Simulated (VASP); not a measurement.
# VASP 6.6.1 run: LiCl

INCAR

```
EDIFF = 1E-7
ISMEAR = 0
NBANDS = 12
ISIF = 2
METAGGA = R2SCAN
IBRION = -1
LWAVE = .FALSE.
LASPH = .TRUE.
ALGO = Normal
PREC = Accurate
LCHARG = .FALSE.
NELM = 57
NSW = 0
SIGMA = 0.01
ENCUT = 500
LREAL = .FALSE.
```

KPOINTS

```
KPOINTS created by Atomic Simulation Environment
0
Gamma
8 8 8
0 0 0
```

POSCAR

```
Li Cl
 1.0000000000000000
    -0.0000000000000000    2.7330425338988040    2.7330425338988040
     2.7330425338988040   -0.0000000000000000    2.7330425338988040
     2.7330425338988040    2.7330425338988040    0.0000000000000000
 Li  Cl
   1   1
Cartesian
  0.0000000000000000  0.0000000000000000  0.0000000000000000
  1.3665212669494020  1.3665212669494020  1.3665212669494020
```

The recommended PBE PAW datasets give the neutral cell 10 valence electrons.

Command

```
mpirun -np 1 vasp_std
```

Predict the outcome of this run.

It converged. Results: gap between bands v and c on the k mesh 6.77 eV; least direct gap on the k mesh 6.77 eV; pressure -0.4 GPa. Band v is the last that the valence electrons fill when counted band by band, and c is the next.

OSZICAR

```
N       E                     dE             d eps       ncg     rms          rms(c)
DAV:   1     0.384107849013E+02    0.38411E+02   -0.39077E+03   696   0.752E+02
DAV:   2    -0.116276366456E+02   -0.50038E+02   -0.47668E+02   852   0.146E+02
DAV:   3    -0.145765400603E+02   -0.29489E+01   -0.29403E+01   932   0.383E+01
DAV:   4    -0.146683613766E+02   -0.91821E-01   -0.91799E-01  1024   0.648E+00
DAV:   5    -0.146691349541E+02   -0.77358E-03   -0.77356E-03   956   0.615E-01    0.244E+00
DAV:   6    -0.125694908030E+02    0.20996E+01   -0.45493E-01   908   0.490E+00    0.240E+00
DAV:   7    -0.125730936549E+02   -0.36029E-02   -0.18576E-01   820   0.232E+00    0.107E+00
DAV:   8    -0.125747148166E+02   -0.16212E-02   -0.18080E-02   876   0.688E-01    0.493E-01
DAV:   9    -0.125775759342E+02   -0.28611E-02   -0.52788E-03   736   0.541E-01    0.126E-01
DAV:  10    -0.125776742888E+02   -0.98355E-04   -0.15903E-04  1036   0.930E-02    0.388E-02
DAV:  11    -0.125777037387E+02   -0.29450E-04   -0.13008E-04   820   0.637E-02    0.206E-02
DAV:  12    -0.125777092280E+02   -0.54893E-05   -0.51240E-06   884   0.152E-02    0.273E-03
DAV:  13    -0.125777084260E+02    0.80195E-06   -0.11703E-07   952   0.245E-03    0.561E-04
DAV:  14    -0.125777080419E+02    0.38415E-06   -0.15660E-08   624   0.674E-04    0.315E-04
DAV:  15    -0.125777079534E+02    0.88472E-07   -0.15677E-09   488   0.297E-04
   1 F= -.12577708E+02 E0= -.12577708E+02  d E =-.464587E-30
```

For comparison, a separate r²SCAN run of the intended cell, on usual settings and not on those above, gives a gap of 6.77 eV on its mesh and a pressure of -0.3 GPa.
